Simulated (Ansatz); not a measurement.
# Sb: equation of state

One table from this session's results is given with a row withheld; the runs are named, their logs left out.

Program: Ansatz 0.2.0. Level of theory: DFT PBE, scalar-relativistic. These are calculated values, not measurements.

1 further run of the same task is left out (it didn't finish).

**The starting structure**

Symmetry: P6_3/mmc, No. 194, hexagonal system. The conventional cell has a = 3.369 Å, b = 3.369 Å, c = 5.330 Å, α = 90.00°, β = 90.00°, γ = 120.00°. Around Sb (site symmetry -6m2) lie 12 Sb at 3.30 to 3.37 Å.

Structure file:

```cif
data_structure
_symmetry_space_group_name_H-M 'P6_3/mmc'
_symmetry_Int_Tables_number 194
_cell_length_a 3.3690
_cell_length_b 3.3690
_cell_length_c 5.3300
_cell_angle_alpha 90.000
_cell_angle_beta 90.000
_cell_angle_gamma 120.000
_cell_volume 52.39
loop_
_atom_site_label
_atom_site_type_symbol
_atom_site_symmetry_multiplicity
_atom_site_Wyckoff_symbol
_atom_site_fract_x
_atom_site_fract_y
_atom_site_fract_z
_atom_site_occupancy
Sb1 Sb 2 c 0.33333 0.66667 0.25000 1
```

The file gives the conventional cell by its symmetry; the runs use the cell typed in the input.

Structure: COD 1539203, as refined from experiment and not relaxed.

Atoms are numbered in the order of the input: Sb1, Sb2.

The first run:

File input.yaml:

```yaml
crystal:
  lattice:
    - [3.3234675684, 0.0, 0.0]
    - [-1.6617337843, 2.8782073429, 0.0]
    - [0.0, 0.0, 5.2579641425]
  atoms:
    - { symbol: Sb, position: [0.3333333333, 0.6666666667, 0.25] }
    - { symbol: Sb, position: [0.6666666667, 0.3333333333, 0.75] }
kpoints:
  mp_grid: { grid: [12, 12, 7] }
scf:
  occupations: { method: fermi_dirac, width: 0.05 }
hamiltonian:
  xc: pbe
  pseudopotentials: { kind: all_electron, lapw: { basis_error: 0.0005 } }
output:
  forces: true
  stress: true
  eigenvalues: true
```

On the command line:

```bash
> ansatz run input.yaml --threads 1 --pin off --max-ram 2048MiB --backend cpu --events-out ev --progress --plain --runs-dir out
```

Steps of the session up to this table: Volume × 0.96, LAPW; Volume × 0.96, PAW; Volume × 0.96, crystal datasets; Volume × 0.98, LAPW; Volume × 0.98, PAW; Volume × 1.02, LAPW; Volume × 1.02, PAW; Volume × 1.04, LAPW; Volume × 1.04, PAW; Volume × 1.04, crystal datasets.

One of the session's tables, all rows but one given; the rest of the session is left out.

| method | volume (Å³/atom) | pressure (GPa) |
| --- | --- | --- |
| LAPW | 25.148 | 6.27 |
| LAPW | 25.672 | 4.57 |
| LAPW | 26.196 | 3.03 |
| LAPW | 26.720 | 1.63 |
| LAPW | 27.244 | 0.37 |
| PAW | 25.148 | 6.27 |
| PAW | 25.672 | 4.57 |
| PAW | 26.196 | 3.03 |
| PAW | 26.720 | 1.63 |
| PAW | 27.244 | ? |
| crystal datasets | 25.148 | 6.27 |
| crystal datasets | 26.196 | 3.03 |
| crystal datasets | 27.244 | 0.37 |

Estimate the missing values for PAW, 27.244.

As computed: pressure (GPa): 0.36. In the column «pressure (GPa)» it is the lowest.

Caveats from the session: Warnings in the runs' records: gradients without spin orbit, crystal datasets made.
